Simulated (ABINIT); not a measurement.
BN:

```
N B
1.0
     1.25112    0.72234    3.37293
    -1.25112    0.72234    3.37293
     0.00000   -1.44467    3.37293
N B
1 1
Direct
  0.66724 0.66724 0.66724
  0.00033 0.00033 0.00033
```

The cell is a database's computed one.

Base run:

| Property | Result |
| --- | --- |
| Program | ABINIT 10.8.3 (patched build) |
| Functional | PBEsol |
| Potentials or basis | JTH PAW PBE v2.0 |
| Cutoff | 707 eV |
| k mesh | 12 × 12 × 12 |
| Occupations | fermi-dirac, width 0.05 eV |
| Spin | no spin polarisation |

Its results: band gap on the k mesh 4.17 eV, indirect (least direct gap 4.62 eV); pressure 1.1 GPa; largest force 0.004 eV/Å.

Task: The run is repeated on the same cell with these changes: functional from PBEsol to r2SCAN; cutoff from 707 eV to 844 eV; fine-grid cutoff from 1306.15 eV to 1442.2 eV. What comes out?

Result: Band gap on the k mesh 4.80 eV, indirect (least direct gap 5.36 eV); pressure 3.4 GPa; largest force 0.019 eV/Å.

Caveats: the PAW data sets were made with another functional, which shifts forces and pressure a little; the atomic spheres overlap.

A k mesh can miss the band edges.
